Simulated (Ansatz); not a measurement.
Space group R-3m:H (No. 166). a = 2.810 Å, b = 2.810 Å, c = 17.697 Å, α = 90.00°, β = 90.00°, γ = 120.00°
| atom | site | symmetry | x | y | z |
| --- | --- | --- | --- | --- | --- |
| Co | 3b | -3m | 0.6667 | 0.3333 | 0.8333 |
| Pt | 3a | -3m | 0.0000 | 0.0000 | 0.0000 |
| O | 6c | 3m | 0.0000 | 0.0000 | 0.8878 |

Equation of state of this CoPtO2 structure (not necessarily the ground state), with shape and atoms relaxed at each volume where symmetry leaves them free. It has no gap at any of these volumes. Computed with Ansatz 0.2.0, DFT PBEsol, scalar-relativistic, plane waves, PAW.

Cutoff 420 eV; k points 18×18×18 on the computed 4-atom cell (Γ-centred); Gaussian smearing, width 0.10 eV; no spin polarisation.

```
V (Å³/atom) E − E(largest V) (meV/atom) P (GPa)
      8.875                        82.74    45.20
      9.178                        11.45    30.76
      9.481                       -34.85    18.66
      9.783                       -60.19     8.51
     10.086                       -67.95    -0.01
     10.388                       -60.96    -7.17
     10.691                       -41.60   -13.15
     11.094                         0.00   -19.62
```

Problem. Fit a third-order Birch–Murnaghan equation to E(V).

Solution. V0 = 10.09 Å³/atom, B0 = 260 GPa, B0' = 4.8.

Spin-orbit coupling is left out, which matters for the bands of heavy elements.